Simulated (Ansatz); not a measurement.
# AlNi under pressure: fit and missing row

AlNi, Pm-3m, a = 2.893 Å. The structure is a Materials Project entry; whether it is the stable form wasn't checked. Ansatz: PBE, PAW, 420 eV, Γ-centred 14×14×14 mesh on 2 atoms, Gaussian smearing 0.10 eV; no spin polarisation. Cell and atoms are relaxed at each pressure, and no other structure is tried, so the rows at high pressure may lie past a change of phase.

```tsv
V (Å³/atom)	P (GPa)
?	90.03
9.887	50.00
10.731	25.00
11.343	12.00
11.820	4.05
12.034	1.00
12.108	0.02
12.186	-1.00
```

Problem. Take V0 = 12.108 Å³/atom, count pressures from its P0 = 0.02 GPa, fit the third-order Birch–Murnaghan form to the other rows, and predict the missing volume.

Solution. With the Eulerian strain f = ½[(V0/V)^(2/3) − 1] and y = (P − P0)/[3f(1 + 2f)^(5/2)], the form is the line y = B0 + 1.5 B0 (B0′ − 4) f. Rows (f, y): 0.07232, 164.3; 0.04191, 162.5; 0.02224, 161.0; 0.00809, 159.5; 0.00205, 157.7; -0.00214, 160.6. Means f = 0.02408, y = 160.93; Σ(Δf)² = 0.004077, ΣΔfΔy = 0.2931; the slope is their ratio. y = 159.2 + 71.90 f GPa, so B0 = 159.2 GPa and B0′ = 4 + 2 × (71.90)/(3 × 159.2) = 4.30. P = 90.03 GPa is met at f = 0.10947 (y = 167.07), so V = V0 (1 + 2f)^(−3/2) = 8.997 Å³/atom. The run gave 8.990 Å³/atom, so the fit is 0.007 Å³/atom too high, a small miss on the scale of the series. The form still works here, 78 % of the fitted range beyond its end.

The mesh isn't the same in all rows (14×14×14, 16×16×16).